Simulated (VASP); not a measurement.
A run of VASP 6.6.1:

INCAR

```
  PREC = Accurate
  ENCUT = 520
  EDIFF = 1E-6
  ISMEAR = 0
  SIGMA = 0.02
  LREAL = False
  LASPH = True
  NELM = 80
  ALGO = Normal
  ISIF = 2
  LWAVE = False
  LCHARG = True
  GGA = PS
  LELF = True
  LVHAR = True
```

Contents of KPOINTS:

```
Automatic mesh
0
Gamma
  10 10 10
```

Contents of POSCAR:

```
AlN
1.0
    0.0000000000      2.0345180000      2.0345180000
    2.0345180000      0.0000000000      2.0345180000
    2.0345180000      2.0345180000      0.0000000000
Al N
1 1
Direct
    0.5000000000      0.5000000000      0.5000000000
    0.0000000000      0.0000000000      0.0000000000
```

Potentials or basis: VASP PAW PBE potentials, release 64 (Al, N).

Launch:

```bash
$ cat potpaw_PBE.64/Al/POTCAR potpaw_PBE.64/N/POTCAR > POTCAR
$ mpirun -np 1 vasp_std > vasp.out
```

Hardware: 1 thread of Intel(R) Xeon(R) 6975P-C (Granite Rapids), with other jobs on the host.

Q: How long does it take, and how much memory?

A: Run time: 3.2 s on 1 thread of Intel(R) Xeon(R) 6975P-C (Granite Rapids), with other jobs on the host, peak memory 0.13 GiB. Counts: scf iterations 11, k points 47.
